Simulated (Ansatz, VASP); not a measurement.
Ni: VASP beside Ansatz

```
CELL_PARAMETERS angstrom
3.79663 0.00000 0.00000
-1.89831 3.28798 0.00000
0.00000 0.00000 4.25476
ATOMIC_POSITIONS crystal
Ni 0.00000 0.00000 0.25000
Ni 0.00000 0.00000 0.75000
Ni 0.33333 0.66667 0.75000
Ni 0.66667 0.33333 0.25000
```

Alike in both runs: functional PBEsol; k mesh 15 × 15 × 12; occupations gaussian, width 0.1 eV; no spin polarisation.

Ansatz relaxed the structure, and its values are those at the end. VASP's run is a single point on that final structure, the one shown.

|  | VASP | Ansatz |
| --- | --- | --- |
| version | VASP 6.6.1 | Ansatz 0.2.0 |
| potentials or method | VASP PAW PBE potentials, release 64 (Ni) | scalar-relativistic, plane waves, PAW |
| plane-wave cutoff (eV) | 520 | 420 |
| valence electrons in the cell | 40 | 72 |

```tsv
	VASP	Ansatz	Ansatz less VASP
gap on the k mesh at the Fermi level (eV)	none	none	-
pressure (GPa)	0.0	0.0	+0.03
```

A gap of «none» marks a metal or a gap that the smearing closes. The two sets of potentials don't hold the same shells in valence.

Caveats: the PAW data sets were made with another functional, which shifts forces and pressure a little (VASP); the run has no spin polarisation, though such a crystal can be magnetic. Spin polarisation is off, so any magnetic state and its effect on volume and gap are missing.
